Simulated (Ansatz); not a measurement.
# ZnS (Wurtzite-2H) (P6_3mc) in Ansatz: single point with PBE

Aim: the single point of ZnS (Wurtzite-2H) with PBE.

Everything below comes from runs of Ansatz 0.2.0. Logs are shortened: lines on timing, memory, paths and dates and some standing lists are left out, and cuts for length are marked.

**Measured values to compare with.**

From a printed reference work, monograph, for a bulk crystal of ZnS at 4 K: band gap 3.911 eV (direct).

The runs below are set against these values where they give the same quantity.

### 1 Starting point

It takes space group P6_3mc (No. 186, hexagonal). The conventional cell has a = 3.811 Å, b = 3.811 Å, c = 6.234 Å, α = 90.00°, β = 90.00°, γ = 120.00°. Zn (site symmetry 3m) has 4 S at 2.31 to 2.40 Å as nearest neighbours. Around S (site symmetry 3m) lie 4 Zn at 2.31 to 2.40 Å.

### 2 Single point, PBE

Input file input.yaml:

```yaml
crystal:
  lattice:
    - [3.811, 0.0, 0.0]
    - [-1.9055, 3.3004228138, 0.0]
    - [0.0, 0.0, 6.234]
  atoms:
    - { symbol: Zn, position: [0.6666666667, 0.3333333333, 0.5] }
    - { symbol: Zn, position: [0.3333333333, 0.6666666667, 0.0] }
    - { symbol: S, position: [0.6666666667, 0.3333333333, 0.885] }
    - { symbol: S, position: [0.3333333333, 0.6666666667, 0.385] }
kpoints:
  mp_grid: { grid: [5, 5, 3] }
scf:
  occupations: { method: fermi_dirac, width: 0.04 }
hamiltonian:
  xc: pbe
  pseudopotentials: { kind: all_electron, lapw: { basis_error: 0.002 } }
output:
  forces: true
  stress: true
  eigenvalues: true
```

Potentials or basis: all-electron LAPW, scalar-relativistic.

The run is started by

```console
> ansatz run input.yaml --threads 2 --pin off --max-ram 6144MiB --backend cpu --events-out ev --progress --plain --runs-dir out
```

What it wrote:

```text
Warning: RAYON_NUM_THREADS=2 ignored (pool sized by the plan → 2); use --threads N
LAPW: plane waves up to 8.328 Å⁻¹, error target 2.0e-3 eV per atom; small_component_spin mean_spin; S in spheres of 1.023 Å, 14 of its electrons in bands, Dirac shells []; Zn in spheres of 1.291 Å, 20 of its electrons in bands, Dirac shells [] (how accurate: hamiltonian.pseudopotentials.lapw.basis_error, Limitations)
Engine: ansatz 0.2.0, x86_64-unknown-linux-gnu
Pseudopotentials: kind: all_electron
Pseudopotential: Zn, LAPW, valence charge 20, lapw/all_electron/scalar/gaussian/Zn, Koelling and Harmon's equation, gaussian nucleus
Pseudopotential: S, LAPW, valence charge 14, lapw/all_electron/scalar/gaussian/S, Koelling and Harmon's equation, gaussian nucleus
Functional definition: PBE
  parameter kappa = 0.804
  parameter beta = 0.06672455060314922
  exchange = pbe_x(kappa = kappa, mu = beta*pi^2/3)
  correlation = pbe_c(beta = beta)
Crystal: 4 atoms, lattice volume = 78.411 Å³
Basis set: ecut = 264.23245927251264 eV, 761 PW (Γ), exchange–correlation at level 2
Bands: 41, of which v1, the nominal top of the filled ones, is band 34 counted from 1 (33 counted from 0)
Symmetry: 12 space group operations
Space group: P63mc (ITA 186), of the structure as read, at distance tolerance 4.3e-5 Å
k-points: 10 of 75 (time reversal used)
Non-local potential: Zn, projectors of the file, none
Non-local potential: S, projectors of the file, none
Initial density: superposition of atomic densities (chi_scale 0.1, normalization cell, long waves kept (reshape's long-wave potential 0.00 eV rms))
Initial wavefunctions: plane waves of lowest kinetic energy (no species holds an atomic orbital)
Functional: x = pbe(κ = 0.804, μ = 0.2195149727645171), c = pbe(β = 0.06672455060314922)
iter 1 solved again at ethr=3.12e-3 eV; its pass at ethr=1.00e-1 eV (dr2=2.12e0 eV) is discarded
SCF iter   1: F=—  HF=-119475.478269 eV  |F-HF|=—  |Δ(HF+E_count)|=         —  Δρ=4.08e-2  dr2=2.12e0  ethr=3.12e-3  ⟨swp⟩=2.0  Hψ=2777  notcnv=0
preconditioner: auto → Resta (q_TF=auto, 2.664 Å⁻¹)  ε∞=6.0  [insulator: Δε(μ)=2.493 eV  Ē_g=11.270 eV  σ=0.040 eV  W_gap=1.00  n_scr=22 (ndim 8)  ℏωp=25.2 eV  f_vac=0.102  D(μ)=0.00/eV (n_scr^D=0)  ε∞_Penn≈6.0]
SCF iter   2: F=—  HF=-119474.777988 eV  |F-HF|=—  |Δ(HF+E_count)|=   7.00e-1  Δρ=1.87e-2  dr2=3.96e-1  ethr=3.12e-3  ⟨swp⟩=2.7  Hψ=1211  notcnv=0
SCF iter   3: F=—  HF=-119474.676582 eV  |F-HF|=—  |Δ(HF+E_count)|=   1.01e-1  Δρ=1.27e-2  dr2=1.86e-1  ethr=5.82e-4  ⟨swp⟩=2.0  Hψ=1196  notcnv=0
SCF iter   4: F=—  HF=-119474.599796 eV  |F-HF|=—  |Δ(HF+E_count)|=   7.68e-2  Δρ=5.59e-3  dr2=2.98e-2  ethr=2.73e-4  ⟨swp⟩=2.0  Hψ=1198  notcnv=0
iter 5 solved again at ethr=2.11e-6 eV; its pass at ethr=4.39e-5 eV (dr2=1.43e-3 eV) is discarded
SCF iter   5: F=—  HF=-119474.607226 eV  |F-HF|=—  |Δ(HF+E_count)|=         —  Δρ=1.17e-3  dr2=1.43e-3  ethr=2.11e-6  ⟨swp⟩=2.0  Hψ=2038  notcnv=0
the basis was enlarged: its passes take 932.5 KiB over the memory plan, 2 of 2 planned eigensolver slots
SCF iter   6: F=—  HF=-119474.608958 eV  |F-HF|=—  |Δ(HF+E_count)|=   1.73e-3  Δρ=4.20e-4  dr2=2.19e-4  ethr=2.10e-6  ⟨swp⟩=3.0  Hψ=1187  notcnv=0
SCF iter   7: F=—  HF=-119474.609440 eV  |F-HF|=—  |Δ(HF+E_count)|=   4.82e-4  Δρ=9.62e-5  dr2=1.20e-5  ethr=3.22e-7  ⟨swp⟩=3.0  Hψ=1255  notcnv=0
SCF iter   8: F=—  HF=-119474.609470 eV  |F-HF|=—  |Δ(HF+E_count)|=   3.07e-5  Δρ=2.70e-5  dr2=8.03e-7  ethr=1.77e-8  ⟨swp⟩=3.0  Hψ=1256  notcnv=0
SCF iter   9: F=-119474.609471 eV  HF=-119474.609471 eV  |F-HF|=4.30e-8  |Δ(HF+E_count)|=   8.33e-7  Δρ=5.80e-6  dr2=3.49e-8  ethr=1.18e-9  ⟨swp⟩=3.0  Hψ=1241  notcnv=0
SCF 1 converged in 9 iterations: F = -119474.609471 eV  dr2 = 3.49e-8
SCF converged after 9 iterations
Free energy (F): -119474.609471 eV
Harris-Foulkes:  -119474.609471 eV  (|F-HF|=4.30e-8)
Internal energy: -119474.609471 eV  (E = F + TS)
E sigma→0 (E₀):  -119474.609471 eV
Fermi energy:    8.547311 eV
--- Per-component energies (eV) ---
  E_band       = -3755.128286
  E_kinetic    = 121370.596690
  E_xc         = -5298.264893
  E_electrostatic = -235546.941269  (all electrons and nuclei)
  E_smearing   = -0.000000  (= −TS)
  E_closure    = 0.000000  (closes the sum)
  E_atoms      = -119460.994694  (free atoms, spherical and without spin; not in F)
  Σ components = -119474.609471   (vs F -119474.609471, Δ=0.00e0)
  Basis errors (estimates in eV, not in F): energy 8.7e-4 per atom: plane waves 7.8e-4 (4.7e-4 summed), levels above the bands 8.2e-75, relativity 7.1e-8, radial functions 8.7e-5, core shells 1.5e-10; eigenvalues (radial functions only) 3.3e-6; not estimated: angular momenta, meshes, grids; target (lapw.basis_error) 2.0e-3; muffin-tin radii S 1.023 Å, Zn 1.291 Å
--- Forces (eV/Å), atoms counted from 1 ---
  atom   1  Zn     0.00000000    -0.00000000     0.32316679
  atom   2  Zn     0.00000000     0.00000000     0.32316679
  atom   3  S     -0.00000000    -0.00000000    -0.32317848
  atom   4  S     -0.00000000     0.00000000    -0.32317848
  max |Σ_I F_I| component: 2.34e-5 eV/Å
--- Stress (GPa, compression-positive) ---
        3.103762       0.000000       0.000000
        0.000000       3.103762       0.000000
        0.000000       0.000000       0.980066
  P = ⅓ Tr σ = 2.3959 GPa (23.959 kbar)
--- Band table (eV; the first three rows and the last of 10) ---
  k-point 0: bands = ["-197.2456", "-197.2456", "-142.0189", "-142.0189", "-142.0189", "-142.0189", "-142.0131", "-142.0131", "-117.4715", "-117.4715", "-71.6446", "-71.6444", "-71.6390", "-71.6390", "-71.6390", "-71.6390", "-5.7890", "-4.8651", "1.0350", "1.0350", "1.0994", "1.0994", "1.1078", "1.5150", "1.5150", "1.5949", "1.5949", "1.7548", "2.2400", "6.5474", "6.5474", "7.3933", "7.3933", "7.4040", "9.6533", "10.3966", "13.6804", "13.6804", "13.9850", "14.9888", "14.9888"]
  k-point 1: bands = ["-197.2456", "-197.2456", "-142.0189", "-142.0189", "-142.0189", "-142.0189", "-142.0131", "-142.0131", "-117.4715", "-117.4715", "-71.6445", "-71.6444", "-71.6390", "-71.6390", "-71.6390", "-71.6390", "-5.5854", "-5.1273", "1.0459", "1.0459", "1.0780", "1.0780", "1.1038", "1.2479", "1.5390", "1.5390", "1.5790", "1.5790", "3.6047", "5.7657", "6.7458", "6.7458", "7.1677", "7.1677", "10.6785", "10.8177", "13.6371", "13.8486", "13.8486", "14.4684", "14.4684"]
  k-point 2: bands = ["-197.2456", "-197.2456", "-142.0189", "-142.0189", "-142.0189", "-142.0189", "-142.0131", "-142.0131", "-117.4715", "-117.4715", "-71.6446", "-71.6444", "-71.6391", "-71.6391", "-71.6391", "-71.6390", "-5.5276", "-4.7221", "1.0222", "1.0928", "1.1181", "1.1756", "1.1776", "1.4808", "1.5013", "1.5151", "1.6046", "1.8357", "2.5899", "4.9301", "5.6939", "5.9976", "7.0466", "7.0636", "11.0452", "11.4760", "13.2525", "14.0515", "14.3725", "15.2318", "15.4724"]
  k-point 9: bands = ["-197.2456", "-197.2456", "-142.0189", "-142.0189", "-142.0189", "-142.0189", "-142.0131", "-142.0131", "-117.4715", "-117.4715", "-71.6445", "-71.6445", "-71.6392", "-71.6392", "-71.6391", "-71.6391", "-4.6816", "-4.5781", "1.1332", "1.2140", "1.2261", "1.3108", "1.3984", "1.3991", "1.5424", "1.5513", "1.7792", "1.8517", "2.5415", "2.8201", "4.3572", "5.1142", "5.6168", "6.1426", "11.6582", "12.3867", "13.3033", "13.4087", "14.2169", "15.7599", "16.7739"]
```

It took 17 s on 2 threads of Intel Xeon at 2.50GHz (Skylake/Cascade Lake), shared host; peak memory 0.34 GiB.

What came out:

- Free energy: -119474.6095 eV
- Pressure: 2.4 GPa
- Largest force: 0.323 eV/Å
- Band gap on the k mesh: 2.25 eV, direct

Forces in eV/Å, atoms in the order of the input:
```
Zn   0.000  0.000  0.323
Zn   0.000  0.000  0.323
S    0.000  0.000 -0.323
S    0.000  0.000 -0.323
```

Stress tensor (GPa, compression positive):
```
3.10 0.00 0.00
0.00 3.10 0.00
0.00 0.00 0.98
```

### 3 How close it comes

Step 2. Against the measured gap of ZnS, 3.911 eV (direct; 4 K; a printed reference work, monograph), the calculated 2.25 eV is off by -1.66 eV. The value is that of PBE, without temperature or zero-point motion. Semilocal functionals fall short of measured gaps as a rule.
